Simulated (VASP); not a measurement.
A run of VASP 6.6.1 is set up as follows.

File INCAR:

```
  PREC = Accurate
  ENCUT = 520
  EDIFF = 1E-6
  ISMEAR = 0
  SIGMA = 0.02
  LREAL = False
  LASPH = True
  NELM = 80
  ALGO = Fast
  ISIF = 2
  LWAVE = False
  LCHARG = False
  GGA = PE
  ICORELEVEL = 1
```

Contents of KPOINTS:

```
regular mesh
0
Gamma
  8 8 8
```

Contents of POSCAR:

```
PtSe
1.0
    0.0000000000      3.0374472300      3.0374472300
    3.0374472300      0.0000000000      3.0374472300
    3.0374472300      3.0374472300      0.0000000000
Pt Se
1 1
Direct
    0.0000000000      0.0000000000      0.0000000000
    0.2500000000      0.2500000000      0.2500000000
```

Potentials or basis: VASP PAW PBE potentials, release 64 (Pt, Se).

The run is started by

```sh
$ cat potpaw_PBE.64/Pt/POTCAR potpaw_PBE.64/Se/POTCAR > POTCAR
$ mpirun -np 1 vasp_std > vasp.out
```

(1) What does it give for the band gap on the k mesh?

(2) Predict the pressure.

## Answers

(1) none (metal or under the smearing width).

(2) -11.2 GPa.
